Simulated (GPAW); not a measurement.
## MgO in GPAW: convergence with response cutoff (eV)

Input of the first run (response cutoff (eV) 10); the others differ in this setting and in those tied to it:

The input run.py:

```python
import numpy as np
from ase.dft.bandgap import bandgap
from ase.io import write
from ase.spacegroup import crystal
from gpaw import GPAW, PW
from gpaw.response.df import DielectricFunction

# Mg 1a
# O 1d
atoms = crystal(['Mg', 'O'],
                basis=[[0.0, 0.0, 0.0],
                       [0.3333333333, 0.6666666667, 0.5]],
                spacegroup=187, setting=1,  # P-6m2
                cellpar=[2.9380209, 2.9380209, 2.67968, 90.0, 90.0, 120.0],
                primitive_cell=True)

calc = GPAW(mode=PW(600),
            xc='PBE',
            kpts={'size': (8, 8, 8), 'gamma': True},
            occupations={'name': 'fermi-dirac', 'width': 0.001},
            nbands=16,
            convergence={'density': 1e-06},
            maxiter=150,
            txt='gpaw.txt')
atoms.calc = calc
energy = atoms.get_potential_energy()
calc.write('gs.gpw')
write('result.traj', atoms)
print(f'Energy: {energy:.6f} eV')
print('Fermi level:', round(calc.get_fermi_level(), 4), 'eV')
print(f'Gap: {bandgap(calc)[0]:.4f} eV, direct: {bandgap(calc, direct=True)[0]:.4f} eV')

for size in [(16, 16, 16)]:
    name = 'x'.join(str(n) for n in size)
    dense = calc.fixed_density(kpts={'size': size, 'gamma': True},
                               nbands=38, convergence={'bands': 32, 'eigenstates': 1e-7},
                               update_fermi_level=True, txt=f'dense-{name}.txt')
    dense.write(f'{name}.gpw', mode='all')
    df = DielectricFunction(f'{name}.gpw', frequencies=np.array([0.0]), hilbert=False, eta=0.001,
                            ecut=10, nbands=32, intraband=False, txt=f'df-{name}.txt')
    for xc in ['RPA']:
        for direction in ['x', 'y', 'z', [0, 1, 1], [1, 0, 1], [1, 1, 0]]:
            e0, e = df.get_macroscopic_dielectric_constant(xc=xc, direction=direction)
            print(f'{name} {xc} {direction}: {e0:.4f} without, {e:.4f} with local fields')
```

Potentials or basis: GPAW PAW data sets (gpaw-data 1.2.1), pw.

Run with:

```bash
$ OMP_NUM_THREADS=1 python run.py
```

Measurements of this composition are mostly on another form, of space group No. 225.

Hardware: 1 thread of AMD EPYC 7B13 (Zen 3) (shared host).

```
response cutoff (eV)  dielectric constant  SCF cycles  CPU time (s)  peak memory (GiB)
                  10                3.490          11           130                0.4
                  20                3.490          11           130               0.39
                  30                3.286          11           130               0.39
                  50                3.283          11           120                0.4
                  80                3.275          11           130                0.4
                 120                3.231          11           130               0.39
                 160                3.228          11           120                0.4
```

Against the tightest run, the dielectric constant stays within 0.05 from 80 on. The tightest run that finished is the yardstick and may itself not be fully converged.

Caveat, for the tightest run too: the long-wavelength limit can be off by a per cent or two.
